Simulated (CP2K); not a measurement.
Runs of CP2K 2026.2 on Sb. It takes space group P6_3/mmc (No. 194, hexagonal). The conventional cell has a = 3.355 Å, b = 3.355 Å, c = 5.470 Å, α = 90.00°, β = 90.00°, γ = 120.00°. Sb (site symmetry -6m2) is surrounded by 12 Sb at 3.35 Å. This isn't the form of Sb at room conditions, which is rhombohedral.

| task | level | potentials or basis | smearing | NGRIDS | basis sets | potentials | CUTOFF of the grids | cutoff radius of the dispersion sum (A) | gap on the mesh (eV) | pressure (GPa) |
| --- | --- | --- | --- | --- | --- | --- | --- | --- | --- | --- |
| single point | PBEsol+D3(BJ) | POTENTIAL_UZH Sb GTH-PBE-q5; TZVP-MOLOPT-PBE-GTH basis | gaussian 0.01 eV | 5 | Sb TZVP-MOLOPT-PBE-GTH-q5 | Sb GTH-PBE-q5 of POTENTIAL_UZH | 450 Ry | 20 | none | -1.8 |
| band structure | BLYP+D4 | GTH_POTENTIALS Sb GTH-BLYP-q5; TZVP-MOLOPT-PBE-GTH basis | gaussian 0.05 eV | 4 | Sb TZVP-MOLOPT-PBE-GTH-q5 | Sb GTH-BLYP-q5 of GTH_POTENTIALS | 450 Ry | 20 | none | 1.5 |
| single point | LDA | GTH_POTENTIALS Sb GTH-PADE-q5; TZVP-MOLOPT-PBE-GTH basis | gaussian 0.05 eV | 5 | Sb TZVP-MOLOPT-PBE-GTH-q5 | Sb GTH-PADE-q5 of GTH_POTENTIALS | 450 Ry | - | none | (a) |
| single point | r2SCAN+D4 | POTENTIAL_UZH Sb GTH-SCAN-q5; TZVP-MOLOPT-SCAN-GTH basis | fermi-dirac 0.02 eV | 5 | Sb TZVP-MOLOPT-SCAN-GTH-q5 | Sb GTH-SCAN-q5 of POTENTIAL_UZH | 675 Ry | 20 | none | -0.8 |

Alike in all rows: no spin polarisation; cell as given; k mesh 9 × 9 × 5.

Fill in the values left out.

(a) -1.5.

Caveats: the basis of atomic orbitals isn't converged, which shifts pressures, moduli and gaps; pairwise dispersion overbinds metals, which lowers pressure and volume (some runs); the potentials were made for another functional, which shifts forces and pressure (some runs); spin-orbit coupling is left out, which moves the levels of the heavy elements (some runs).

A k mesh can miss the band edges, and the runs leave out spin-orbit coupling on Sb.

A gap of «none» marks a metal or a gap under the smearing width.

Runs at the PBE level aren't shown here.
